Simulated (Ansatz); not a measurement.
MgO under strain

Theory: Ansatz, DFT r2SCAN, scalar-relativistic, plane waves, PAW. Run with 500 eV cutoff, 8×8×6 k-mesh, Gaussian smearing of 0.02 eV, no spin polarisation.

The relaxed crystal:

```xyz
4
Lattice="2.1022 2.1022 0.0000 -2.1022 2.1022 0.0000 0.0000 0.0000 4.2044" Properties=species:S:1:pos:R:3 pbc="T T T"
Mg    0.0000    0.0000    0.0000
Mg    0.0000    2.1022    2.1022
O     0.0000    2.1022    0.0000
O     0.0000    0.0000    2.1022
```

Deformation: uniaxial strain along c, with the lengths of a and b and the atoms relaxed and the angles held, all within the symmetry that the strain leaves. Energies are extrapolated to zero smearing. Gaps are generalised Kohn–Sham gaps over the whole zone.

| strain (%) | ΔE (meV/atom) | a (Å) | b (Å) | c (Å) | gap (eV) |
| --- | --- | --- | --- | --- | --- |
| -3.0 | 7.9 | 2.995 | 2.995 | 4.078 | 5.80 |
| -2.0 | 3.4 | 2.988 | 2.988 | 4.120 | 5.77 |
| -1.0 | 0.8 | 2.980 | 2.980 | 4.162 | 5.73 |
| +0.0 | 0.0 | 2.973 | 2.973 | 4.204 | 5.68 |
| +1.0 | 0.7 | 2.966 | 2.966 | 4.246 | 5.61 |
| +2.0 | 2.8 | 2.960 | 2.960 | 4.288 | 5.54 |
| +3.0 | 6.1 | 2.953 | 2.953 | 4.331 | 5.46 |

(1) What stiffness (1/V) d²E/dε² at zero strain does a cubic fit over all points give?

(2) How does the free axis a answer a small strain?

(3) How fast does the gap move with strain on either side?

Results:

(1) A cubic fit gives (1/V) d²E/dε² = 270 GPa at zero strain (Young's modulus along this axis, angles held).

(2) Between the innermost points its strain is -0.23 times the applied one.

(3) -43 meV per percent on the compressed side and -73 meV per percent on the stretched side.